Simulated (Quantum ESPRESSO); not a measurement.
# BAs (F-43m) in Quantum ESPRESSO: notebook, part 2 of 2

Quantum ESPRESSO 7.5. Earlier steps stand in the parts before.

### 10 Band structure, r2SCAN

pw.in

```
&CONTROL
  calculation = 'scf'
  prefix = 'pwscf'
  outdir = './tmp'
  pseudo_dir = './pseudo'
  tprnfor = .true.
  tstress = .true.
  disk_io = 'low'
/
&SYSTEM
  ibrav = 0
  nat = 2
  ntyp = 2
  ecutwfc = 70
  nbnd = 9
  input_dft = 'r2scan'
  occupations = 'smearing'
  smearing = 'fd'
  degauss = 0.00367493
  nosym = .true.
/
&ELECTRONS
  conv_thr = 1d-08
  electron_maxstep = 120
  mixing_beta = 0.5
/
ATOMIC_SPECIES
As    74.9216 As_ONCV_PBE-1.2.upf
B     10.8100 B_ONCV_PBE-1.2.upf
CELL_PARAMETERS angstrom
   0.0000000000    2.3885000000    2.3885000000
   2.3885000000    0.0000000000    2.3885000000
   2.3885000000    2.3885000000    0.0000000000
ATOMIC_POSITIONS crystal
As     0.7500000000    0.7500000000    0.7500000000
B      0.0000000000    0.0000000000    0.0000000000
K_POINTS automatic
8 8 8 0 0 0
```

bands.in

```
&CONTROL
  calculation = 'bands'
  prefix = 'pwscf'
  outdir = './tmp'
  pseudo_dir = './pseudo'
  disk_io = 'low'
  verbosity = 'high'
/
&SYSTEM
  ibrav = 0
  nat = 2
  ntyp = 2
  ecutwfc = 70
  nbnd = 9
  input_dft = 'r2scan'
  occupations = 'smearing'
  smearing = 'fd'
  degauss = 0.00367493
  nosym = .true.
/
&ELECTRONS
  conv_thr = 1d-08
  electron_maxstep = 120
  mixing_beta = 0.5
  diago_full_acc = .true.
  startingwfc = 'random'
/
ATOMIC_SPECIES
As    74.9216 As_ONCV_PBE-1.2.upf
B     10.8100 B_ONCV_PBE-1.2.upf
CELL_PARAMETERS angstrom
   0.0000000000    2.3885000000    2.3885000000
   2.3885000000    0.0000000000    2.3885000000
   2.3885000000    2.3885000000    0.0000000000
ATOMIC_POSITIONS crystal
As     0.7500000000    0.7500000000    0.7500000000
B      0.0000000000    0.0000000000    0.0000000000
K_POINTS crystal
60
 0.0000000000  0.0000000000  0.0000000000 1
 0.0625000000  0.0000000000  0.0625000000 1
 0.1250000000  0.0000000000  0.1250000000 1
 0.1875000000  0.0000000000  0.1875000000 1
 0.2500000000  0.0000000000  0.2500000000 1
 0.3125000000  0.0000000000  0.3125000000 1
 0.3750000000  0.0000000000  0.3750000000 1
 0.4375000000  0.0000000000  0.4375000000 1
 0.5000000000  0.0000000000  0.5000000000 1
 0.5000000000  0.0625000000  0.5625000000 1
 0.5000000000  0.1250000000  0.6250000000 1
 0.5000000000  0.1875000000  0.6875000000 1
 0.5000000000  0.2500000000  0.7500000000 1
 0.4375000000  0.3125000000  0.7500000000 1
 0.3750000000  0.3750000000  0.7500000000 1
 0.3375000000  0.3375000000  0.6750000000 1
 0.3000000000  0.3000000000  0.6000000000 1
 0.2625000000  0.2625000000  0.5250000000 1
 0.2250000000  0.2250000000  0.4500000000 1
 0.1875000000  0.1875000000  0.3750000000 1
 0.1500000000  0.1500000000  0.3000000000 1
 0.1125000000  0.1125000000  0.2250000000 1
 0.0750000000  0.0750000000  0.1500000000 1
 0.0375000000  0.0375000000  0.0750000000 1
 0.0000000000  0.0000000000  0.0000000000 1
 0.0625000000  0.0625000000  0.0625000000 1
 0.1250000000  0.1250000000  0.1250000000 1
 0.1875000000  0.1875000000  0.1875000000 1
 0.2500000000  0.2500000000  0.2500000000 1
 0.3125000000  0.3125000000  0.3125000000 1
 0.3750000000  0.3750000000  0.3750000000 1
 0.4375000000  0.4375000000  0.4375000000 1
 0.5000000000  0.5000000000  0.5000000000 1
 0.5250000000  0.4500000000  0.5250000000 1
 0.5500000000  0.4000000000  0.5500000000 1
 0.5750000000  0.3500000000  0.5750000000 1
 0.6000000000  0.3000000000  0.6000000000 1
 0.6250000000  0.2500000000  0.6250000000 1
 0.5833333333  0.2500000000  0.6666666667 1
 0.5416666667  0.2500000000  0.7083333333 1
 0.5000000000  0.2500000000  0.7500000000 1
 0.5000000000  0.2857142857  0.7142857143 1
 0.5000000000  0.3214285714  0.6785714286 1
 0.5000000000  0.3571428571  0.6428571429 1
 0.5000000000  0.3928571429  0.6071428571 1
 0.5000000000  0.4285714286  0.5714285714 1
 0.5000000000  0.4642857143  0.5357142857 1
 0.5000000000  0.5000000000  0.5000000000 1
 0.4821428571  0.4821428571  0.5357142857 1
 0.4642857143  0.4642857143  0.5714285714 1
 0.4464285714  0.4464285714  0.6071428571 1
 0.4285714286  0.4285714286  0.6428571429 1
 0.4107142857  0.4107142857  0.6785714286 1
 0.3928571429  0.3928571429  0.7142857143 1
 0.3750000000  0.3750000000  0.7500000000 1
 0.6250000000  0.2500000000  0.6250000000 1
 0.5937500000  0.1875000000  0.5937500000 1
 0.5625000000  0.1250000000  0.5625000000 1
 0.5312500000  0.0625000000  0.5312500000 1
 0.5000000000  0.0000000000  0.5000000000 1
```

Potentials or basis: SG15 PBE 1.2.

The run is started by

```console
$ OMP_NUM_THREADS=1 mpirun -n 2 pw.x -nk 2 -in pw.in > pw.out
$ OMP_NUM_THREADS=1 mpirun -n 2 pw.x -nk 2 -in bands.in > bands.out
```

pw.out:

```text
This program is part of the open-source Quantum ESPRESSO suite
     for quantum simulation of materials; please cite
         "P. Giannozzi et al., J. Phys.:Condens. Matter 21 395502 (2009);
         "P. Giannozzi et al., J. Phys.:Condens. Matter 29 465901 (2017);
         "P. Giannozzi et al., J. Chem. Phys. 152 154105 (2020);
     in publications or presentations arising from this work. More details at

     IMPORTANT: XC functional enforced from input :
     Exchange-correlation= R2SCAN
                           (   0   0   0   0   0 497 498)
     Any further DFT definition will be discarded
     Please, verify this is what you really want

     K-points division:     npool     =       2
     Subspace diagonalization in iterative solution of the eigenvalue problem:
     a serial algorithm will be used

     G-vector sticks info
     --------------------
     sticks:   dense  smooth     PW     G-vecs:    dense   smooth      PW
     Sum         769     769    253                14361    14361    2637

     Using Slab Decomposition

     bravais-lattice index     =            0
     lattice parameter (alat)  =       6.3832  a.u.
     unit-cell volume          =     183.9087 (a.u.)^3
     number of atoms/cell      =            2
     number of atomic types    =            2
     number of electrons       =         8.00
     number of Kohn-Sham states=            9
     kinetic-energy cutoff     =      70.0000  Ry
     charge density cutoff     =     280.0000  Ry
     scf convergence threshold =      1.0E-08
     mixing beta               =       0.5000
     number of iterations used =            8  plain     mixing
     Exchange-correlation= R2SCAN
                           (   0   0   0   0   0 497 498)

     celldm(1)=   6.383210  celldm(2)=   0.000000  celldm(3)=   0.000000
     celldm(4)=   0.000000  celldm(5)=   0.000000  celldm(6)=   0.000000

     crystal axes: (cart. coord. in units of alat)
               a(1) = (   0.000000   0.707107   0.707107 )
               a(2) = (   0.707107   0.000000   0.707107 )
               a(3) = (   0.707107   0.707107   0.000000 )

     reciprocal axes: (cart. coord. in units 2 pi/alat)
               b(1) = ( -0.707107  0.707107  0.707107 )
               b(2) = (  0.707107 -0.707107  0.707107 )
               b(3) = (  0.707107  0.707107 -0.707107 )

     PseudoPot. # 1 for As read from file:
     As_ONCV_PBE-1.2.upf
     Pseudo is Norm-conserving, Zval =  5.0
     Generated using ONCVPSP code by D. R. Hamann
     Using radial grid of  602 points,  6 beta functions with:
                l(1) =   0
                l(2) =   0
                l(3) =   1
                l(4) =   1
                l(5) =   2
                l(6) =   2

     PseudoPot. # 2 for B  read from file:
     B_ONCV_PBE-1.2.upf
     Pseudo is Norm-conserving, Zval =  3.0
     Generated using ONCVPSP code by D. R. Hamann
     Using radial grid of  602 points,  4 beta functions with:
                l(1) =   0
                l(2) =   0
                l(3) =   1
                l(4) =   1

     atomic species   valence    mass     pseudopotential
     As                5.00    74.92160     As( 1.00)
     B                 3.00    10.81000     B ( 1.00)

     No symmetry found

   Cartesian axes

     site n.     atom                  positions (alat units)
         1        As     tau(   1) = (   1.0606602   1.0606602   1.0606602  )
         2        B      tau(   2) = (   0.0000000   0.0000000   0.0000000  )

     number of k points=   260  Fermi-Dirac smearing, width (Ry)=  0.0037

     Number of k-points >= 100: set verbosity='high' to print them.

     Dense  grid:    14361 G-vectors     FFT dimensions: (  36,  36,  36)

     WARNING: libxc functional with ID  497 depends
      on external parameters: check the user_guide of
      QE if you need to modify them or to check their
      default values.

     WARNING: libxc functional with ID  498 depends
      on external parameters: check the user_guide of
      QE if you need to modify them or to check their
      default values.

     Initial potential from superposition of free atoms

     starting charge       7.9509, renormalised to       8.0000
     Starting wfcs are random

     Self-consistent Calculation

     iteration #  1     ecut=    70.00 Ry     beta= 0.50
     Davidson diagonalization with overlap
     ethr =  1.00E-02,  avg # of iterations =  8.2

     total energy              =     -18.32306105 Ry
     estimated scf accuracy    <       0.26029349 Ry

     iteration #  2     ecut=    70.00 Ry     beta= 0.50
     Davidson diagonalization with overlap
     ethr =  3.25E-03,  avg # of iterations =  1.0

     total energy              =     -18.34572924 Ry
     estimated scf accuracy    <       0.03318189 Ry

     iteration #  3     ecut=    70.00 Ry     beta= 0.50
     Davidson diagonalization with overlap
     ethr =  4.15E-04,  avg # of iterations =  1.1

     total energy              =     -18.34742927 Ry
     estimated scf accuracy    <       0.00310086 Ry

     iteration #  4     ecut=    70.00 Ry     beta= 0.50
     Davidson diagonalization with overlap
     ethr =  3.88E-05,  avg # of iterations =  2.2

     total energy              =     -18.34751239 Ry
     estimated scf accuracy    <       0.00002206 Ry

     iteration #  5     ecut=    70.00 Ry     beta= 0.50
     Davidson diagonalization with overlap
     ethr =  2.76E-07,  avg # of iterations =  4.0

     total energy              =     -18.34751762 Ry
     estimated scf accuracy    <       0.00000211 Ry

     iteration #  6     ecut=    70.00 Ry     beta= 0.50
     Davidson diagonalization with overlap
     ethr =  2.63E-08,  avg # of iterations =  1.0

     total energy              =     -18.34751782 Ry
     estimated scf accuracy    <       0.00000016 Ry

     iteration #  7     ecut=    70.00 Ry     beta= 0.50
     Davidson diagonalization with overlap
     ethr =  2.04E-09,  avg # of iterations =  1.2

     End of self-consistent calculation

     Number of k-points >= 100: set verbosity='high' to print the bands.

     the Fermi energy is     9.2370 ev

!    total energy              =     -18.34751783 Ry
     estimated scf accuracy    <          4.0E-09 Ry
     smearing contrib. (-TS)   =      -0.00000000 Ry
     internal energy E=F+TS    =     -18.34751783 Ry

     The total energy is F=E-TS. E is the sum of the following terms:
     one-electron contribution =       5.71492276 Ry
     hartree contribution      =       1.25615220 Ry
     xc contribution           =      -5.38517411 Ry
     ewald contribution        =     -19.93341868 Ry

     convergence has been achieved in   7 iterations

     Forces acting on atoms (cartesian axes, Ry/au):

     atom    1 type  1   force =    -0.00000029    0.00000003    0.00000024
     atom    2 type  2   force =     0.00000029   -0.00000003   -0.00000024

     Total force =     0.000001     Total SCF correction =     0.000000
     SCF correction compared to forces is large: reduce conv_thr to get better values

     Computing stress (Cartesian axis) and pressure

          total   stress  (Ry/bohr**3)                   (kbar)     P=       19.54
   0.00013281   0.00000000   0.00000000           19.54        0.00        0.00
   0.00000000   0.00013281   0.00000000            0.00       19.54        0.00
   0.00000000   0.00000000   0.00013280            0.00        0.00       19.54

=------------------------------------------------------------------------------=
   JOB DONE.
=------------------------------------------------------------------------------=
```

Run time: 3.4 min. Hardware: 2 MPI ranks of Arm Neoverse N1, shared host; peak memory 0.18 GiB.

Results:

```yaml
Free_energy: -249.6307 eV
Pressure: 2.0 GPa
Band_gap_on_the_k_mesh: 1.30 eV, indirect (least direct gap 3.42 eV)
Band_gap_along_the_path: 1.30 eV, indirect (least direct gap 3.42 eV)
```

Levels at the corners of the path, in eV from the valence-band top:
```tsv
point	band 1	band 2	band 3	band 4	band 5	band 6	band 7	band 8	band 9
Γ	-16.28	0.00	0.00	0.00	3.42	3.42	3.42	4.79	10.29
X	-11.85	-9.15	-4.33	-4.33	1.53	1.61	12.14	12.14	13.81
W	-11.68	-8.70	-5.75	-5.46	5.68	6.34	7.21	7.34	13.18
K	-11.90	-8.76	-6.24	-3.70	2.20	5.92	9.79	10.34	11.32
Γ	-16.28	0.00	0.00	0.00	3.42	3.42	3.42	4.79	10.29
L	-13.28	-9.30	-1.95	-1.95	2.77	5.04	5.04	9.56	13.58
U	-11.90	-8.76	-6.24	-3.70	2.20	5.92	9.79	10.34	11.32
W	-11.68	-8.70	-5.75	-5.46	5.68	6.34	7.21	7.34	13.18
L	-13.28	-9.30	-1.95	-1.95	2.77	5.04	5.04	9.56	13.58
K	-11.90	-8.76	-6.24	-3.70	2.20	5.92	9.79	10.34	11.32
U	-11.90	-8.76	-6.24	-3.70	2.20	5.92	9.79	10.34	11.32
X	-11.85	-9.15	-4.33	-4.33	1.53	1.61	12.14	12.14	13.81
```

Caveat: the potentials were made for another functional, which shifts forces and pressure.

### 11 Comparison with measurements

Step 9. Against the measured bulk modulus of BAs, 148 GPa (quoted in “Basic Physical Properties of Cubic Boron Arsenide”, 2019, arxiv:1911.11281), the calculated 134 GPa is off by -9.7 %. The fit is for a static lattice scaled at fixed shape and fixed fractional positions.
